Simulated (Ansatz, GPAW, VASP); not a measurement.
**V: programs and potentials compared**

```
V
1.0
    -1.51435    1.51435    1.51435
     1.51435   -1.51435    1.51435
     1.51435    1.51435   -1.51435
V
1
Direct
  0.00000 0.00000 0.00000
```

Alike in all runs: task single point; functional PBE; k mesh 12 × 12 × 12; occupations gaussian, width 0.02 eV; collinear spin, ferromagnetic start; no spin-orbit coupling. Pressure is positive in compression and, in plane waves, holds the error of the finite cutoff.

```tsv
program and potentials	plane-wave cutoff (eV)	notes	band gap (eV)	pressure (GPa)	net moment per atom (μB)
Ansatz, all-electron LAPW, scalar-relativistic	-	-	no gap	-5.29	0.12
GPAW, GPAW PAW data sets (gpaw-data 1.2.1)	600	-	no gap	-4.18	0.11
VASP, PBE PAW files V_sv, 520 eV	520	-	?	?	?
```

Task: Estimate from the other rows what the run with VASP, PBE PAW files V_sv, 520 eV gave.

Result: No band gap; pressure -5.19 GPa; net moment per atom 0.12 μB. The other rows, which needn't bracket it: pressure -5.29 to -4.18; net moment per atom 0.11 to 0.12.
